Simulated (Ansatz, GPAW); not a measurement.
# Ni: programs and potentials compared

```xyz
1
Lattice="-1.3837 1.3837 1.3837 1.3837 -1.3837 1.3837 1.3837 1.3837 -1.3837" Properties=species:S:1:pos:R:3 pbc="T T T"
Ni    0.0000    0.0000    0.0000
```

This isn't the form of Ni at room conditions, which is fcc.

Alike in all runs: task band structure; functional LDA; k mesh 13 × 13 × 13; occupations fermi-dirac, width 0.05 eV; collinear spin, ferromagnetic start; no spin-orbit coupling. LDA stands for any of its common fits. Pressure is positive in compression and, in plane waves, holds the error of the finite cutoff, which Ansatz's Pulay term estimates and takes out.

| program and potentials | plane-wave cutoff (eV) | notes | pressure (GPa) | net moment per atom (μB) |
| --- | --- | --- | --- | --- |
| Ansatz, Ansatz PAW | 420 | potentials made for PBE, which Ansatz adapts in part; 18 valence electrons an atom on average; Pulay term of +0.10 GPa included | -10.26 | 0.55 |
| Ansatz, all-electron LAPW, scalar-relativistic | - | - | -10.34 | 0.55 |
| GPAW, the program's PAW data sets (release 1.2.1) made for this functional | 600 | 16 valence electrons an atom on average; this data set often lies off other programs | -8.42 | 0.53 |

The pressure spans -10.34 (Ansatz, all-electron LAPW, scalar-relativistic) to -8.42 GPa (GPAW, the program's PAW data sets (release 1.2.1) made for this functional), with all-electron results at -10.34. The net moment per atom spans 0.53 (GPAW, the program's PAW data sets (release 1.2.1) made for this functional) to 0.55 μB (Ansatz, Ansatz PAW), with all-electron results at 0.55. The cell lies far from this level's equilibrium. The state is the one that the start led to, which needn't be the lowest.

The functional is the same throughout but for its coding, so the spread measures potentials, basis and numerics; runs on potential files found faulty are left out.
